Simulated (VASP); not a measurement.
A run of VASP 6.6.1:

INCAR

```
  PREC = Accurate
  ENCUT = 600
  EDIFF = 1E-7
  ISMEAR = 0
  SIGMA = 0.02
  LREAL = F
  LASPH = T
  NELM = 80
  ALGO = Normal
  ISIF = 3
  LWAVE = F
  LCHARG = F
  METAGGA = R2SCAN
  LMIXTAU = T
  IBRION = 2
  NSW = 90
  EDIFFG = -0.005
```

Contents of KPOINTS:

```
Automatic mesh
0
Gamma
  8 8 8
```

The input POSCAR:

```
GaP
1.0
    0.0000000000      2.7258124900      2.7258124900
    2.7258124900      0.0000000000      2.7258124900
    2.7258124900      2.7258124900      0.0000000000
Ga P
1 1
Direct
    0.0000000000      0.0000000000      0.0000000000
    0.7500000000      0.7500000000      0.7500000000
```

Potentials or basis: VASP PAW PBE potentials, release 64 (Ga_d, P).

Launch:

```console
$ cat potpaw_PBE.64/Ga_d/POTCAR potpaw_PBE.64/P/POTCAR > POTCAR
$ mpirun -np 1 vasp_std > vasp.out
```

Hardware: 1 thread of Intel(R) Xeon(R) Platinum 8259CL CPU @ 2.50GHz (Skylake/Cascade Lake) (shared host).

Q: Estimate the wall time of this run.

A: Run time: 2.3 min on 1 thread of Intel(R) Xeon(R) Platinum 8259CL CPU @ 2.50GHz (Skylake/Cascade Lake) (shared host), peak memory 0.2 GiB. Counts: scf iterations 38, k points 29, ion steps 3.
